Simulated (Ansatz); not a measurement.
## Energy landscape near a N structure

These are results of DFT PBE, scalar-relativistic, plane waves, PAW in Ansatz 0.2.0, not measurements.

Settings: cutoff 420 eV, Γ-centred mesh 6×6×4 on the computed 4-atom cell, Gaussian smearing of 0.02 eV; no spin polarisation.

Reference cell:

```
CELL_PARAMETERS angstrom
4.08406 0.00000 0.00000
0.00000 4.08406 0.00000
0.00000 0.00000 5.34591
ATOMIC_POSITIONS crystal
N 0.90428 0.90428 0.00000
N 0.59572 0.40428 0.50000
N 0.09572 0.09572 0.00000
N 0.40428 0.59572 0.50000
```

Each variant moves atoms of this cell by the vectors given, if any (Å), and then applies a symmetric strain (tensor components, Cartesian axes). The reference cell isn't relaxed at this level. Energies are per atom at zero smearing, counted from the lowest variant. Pressure is positive in compression.

1. strain (xx yy zz yz xz xy, %) 5.09 5.09 2.09 0.00 0.00 0.00; moves: N1 (0.117, -0.093, 0.000); N2 (0.093, 0.117, 0.000); N3 (-0.117, 0.093, 0.000); N4 (-0.093, -0.117, 0.000)
2. strain (xx yy zz yz xz xy, %) -1.79 -1.79 1.21 0.00 0.00 0.00; moves: N1 (0.042, 0.042, 0.000); N2 (-0.042, 0.042, 0.000); N3 (-0.042, -0.042, 0.000); N4 (0.042, -0.042, 0.000)
3. strain (xx yy zz yz xz xy, %) 2.63 3.56 1.60 0.00 0.45 0.00; moves: N1 (0.026, 0.076, -0.001); N2 (-0.026, 0.009, 0.001); N3 (-0.026, -0.009, 0.001); N4 (0.026, -0.076, -0.001)
4. strain (xx yy zz yz xz xy, %) 6.82 6.82 0.81 0.00 0.00 0.00; moves: N1 (-0.042, -0.042, 0.000); N2 (0.042, -0.042, 0.000); N3 (0.042, 0.042, 0.000); N4 (-0.042, 0.042, 0.000)
5. strain (xx yy zz yz xz xy, %) -2.59 -2.59 -4.09 0.00 0.00 0.00; moves: N1 (-0.021, -0.021, 0.000); N2 (0.021, -0.021, 0.000); N3 (0.021, 0.021, 0.000); N4 (-0.021, 0.021, 0.000)

Order the variants by energy, lowest first.

5 (0.0 meV/atom), 1 (84.2 meV/atom), 3 (99.9 meV/atom), 2 (834.1 meV/atom), 4 (899.7 meV/atom).

Order them by pressure, highest first.

2 (37.47 GPa), 3 (12.68 GPa), 5 (-5.32 GPa), 1 (-8.90 GPa), 4 (-19.33 GPa).

Each cell of N holds molecules, and where no dispersion correction was added their binding is poorly described. Some atoms are far too close here, so the PAW spheres overlap strongly and the numbers are rough.